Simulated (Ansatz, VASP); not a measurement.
**One calculation of CaO, two programs**

```
Ca O
1.0
     0.00000    2.43941    2.43941
     2.43941    0.00000    2.43941
     2.43941    2.43941    0.00000
Ca O
1 1
Direct
  0.00000 0.00000 0.00000
  0.50000 0.50000 0.50000
```

Alike in both runs: task single point; functional PBE; k mesh 8 × 8 × 8; occupations gaussian, width 0.02 eV; no spin polarisation.

```csv
,VASP,Ansatz
version,VASP 6.6.1,Ansatz 0.2.0
potentials or method,"VASP PAW PBE potentials, release 64 (Ca_sv, O)","scalar-relativistic, plane waves, PAW"
plane-wave cutoff (eV),520,420
valence electrons in the cell,16,16
```

VASP gave:

* gap on the k mesh at the Fermi level (eV): 3.64
* least direct gap on the mesh (eV): 4.03
* pressure (GPa): -2.5

**Question.** Estimate Ansatz's values.

**Answer.** gap on the k mesh at the Fermi level (eV): 3.66; least direct gap on the mesh (eV): 4.04; pressure (GPa): -2.9.

The functional is the same, so the differences come from potentials, cutoffs and numerics.

A k mesh can miss the band edges. As with any semilocal functional, this PBE gap is likely too small.
